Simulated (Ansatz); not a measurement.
ZrO2 (fluorite)

```
CELL_PARAMETERS angstrom
      0.00000     2.55794     2.55794
      2.55794     0.00000     2.55794
      2.55794     2.55794     0.00000
ATOMIC_POSITIONS crystal
  Zr 0.00000 0.00000 0.00000
  O  0.25000 0.25000 0.25000
  O  0.75000 0.75000 0.75000
```

These are PBE (plane waves to 420 eV, PAW, scalar-relativistic; Ansatz, an electronic-structure program) values and carry that method's errors. Harmonic phonons by density-functional perturbation theory on a 10×10×10 k mesh, in cm⁻¹; i marks imaginary ones, q is in fractions of the reciprocal vectors of the cell shown, and the three acoustic modes at Γ are left out. The non-analytic (LO-TO) term is not included, so polar modes at Γ have their transverse values. The PAW data are Ansatz's earlier set. This is a high-temperature form of ZrO2. ZrO2 is run without spin polarisation. ZrO2 was relaxed with its symmetry unable to fall.

Does any mode at Γ, L = (0.5, 0.0, 0.0), X = (0.5, 0.5, 0.0) come out imaginary?

Unstable at this level: the lowest mode is 222i cm⁻¹ at X = (0.5, 0.5, 0.0).

List the wavenumbers at Γ, L = (0.5, 0.0, 0.0), X = (0.5, 0.5, 0.0), with degeneracies.


```
q                                              wavenumbers (cm⁻¹)
-------------------  --------------------------------------------
Γ                                              217 (×3), 548 (×3)
L = (0.5, 0.0, 0.0)   106 (×2), 238, 377 (×2), 483 (×2), 493, 564
X = (0.5, 0.5, 0.0)  222i, 113 (×2), 279 (×2), 343, 534 (×2), 662
```
